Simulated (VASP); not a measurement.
A run of VASP 6.6.1 is set up as follows.

The input POSCAR:

```
HfO2                                    
1.0
    0.0000000000      2.5093679133      2.5093679133
    2.5093679133      0.0000000000      2.5093679133
    2.5093679133      2.5093679133      0.0000000000
  Hf              O             
     1     2
Direct
     0.0000000000000000    0.0000000000000000    0.0000000000000000
     0.2500000000000000    0.2500000000000000    0.2500000000000000
     0.7500000000000000    0.7500000000000000    0.7500000000000000
```

The input INCAR.step1:

```
ALGO = Normal ; EDIFF = 1E-5
ENCUT = 520 ; GGA = PE
ISMEAR = 0 ; KPAR = 4
LASPH = T ; LCHARG = F
LREAL = F ; LWAVE = T
NELM = 80 ; PREC = Accurate
SIGMA = 0.03
```

INCAR.step2

```
ALGO = Normal ; EDIFF = 1E-6
EDIFFG = -0.01 ; ENCUT = 520
GGA = PE ; HFSCREEN = 0.2
IBRION = 2 ; ISIF = 3
ISMEAR = 0 ; ISTART = 1
KPAR = 4 ; LASPH = T
LCHARG = F ; LHFCALC = T
LREAL = F ; LWAVE = F
NELM = 80 ; NSW = 25
PREC = Accurate ; PRECFOCK = Fast
SIGMA = 0.03
```

KPOINTS

```
k-points
0
Gamma
  6 6 6
```

Potentials or basis: VASP PAW PBE potentials, release 64 (Hf_pv, O).

Run with:

```bash
$ cat potpaw_PBE.64/Hf_pv/POTCAR potpaw_PBE.64/O/POTCAR > POTCAR
$ cp INCAR.step1 INCAR
$ mpirun -np 4 vasp_std > vasp.out
$ cp INCAR.step2 INCAR
$ mpirun -np 4 vasp_std > vasp.out
```

(1) Predict the space group after relaxing (to 0.05 Å).

(2) Predict the relaxed volume.

(3) Predict the band gap on the k mesh.

(4) Predict the relaxed cell.

Answers

(1) Fm-3m (No. 225).

(2) 10.57 Å³/atom.

(3) 5.45 eV, direct.

(4) a = 3.553 Å, b = 3.553 Å, c = 3.553 Å, α = 60.00°, β = 60.00°, γ = 60.00°.

Caveat: the PAW data sets were made with another functional, which shifts forces and pressure a little; spin-orbit coupling is left out, which moves the levels of the heavy elements.
